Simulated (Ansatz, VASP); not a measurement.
**ZnS: VASP beside Ansatz**

```
CELL_PARAMETERS angstrom
0.00000 2.69560 2.69560
2.69560 0.00000 2.69560
2.69560 2.69560 0.00000
ATOMIC_POSITIONS crystal
Zn 0.00000 0.00000 0.00000
S 0.75000 0.75000 0.75000
```

Change from the starting cell: volume scaled by 0.99, crystal datasets.

Alike in both runs: task electric field gradients; functional PBEsol; k mesh 8 × 8 × 8; occupations fermi-dirac, width 0.01 eV; no spin polarisation.

|  | VASP | Ansatz |
| --- | --- | --- |
| version | VASP 6.6.1 | Ansatz 0.2.0 |
| potentials or method | VASP PAW PBE potentials, release 64 (Zn, S), cutoff 520 eV | all-electron PAW with datasets made for the crystal, scalar-relativistic |

```tsv
	VASP	Ansatz	Ansatz less VASP
gap on the k mesh at the Fermi level (eV)	2.01	2.01	-0.003
pressure (GPa)	-1.3	-1.5	-0.18
Vzz of the field gradient on the site that differs most (V/Å²)	0.0	0.0	0.00
```

Ansatz ran all-electron here, so the differences hold the error of VASP's frozen core and of both bases.

Caveats: the PAW data sets were made with another functional, which shifts forces and pressure a little (VASP).
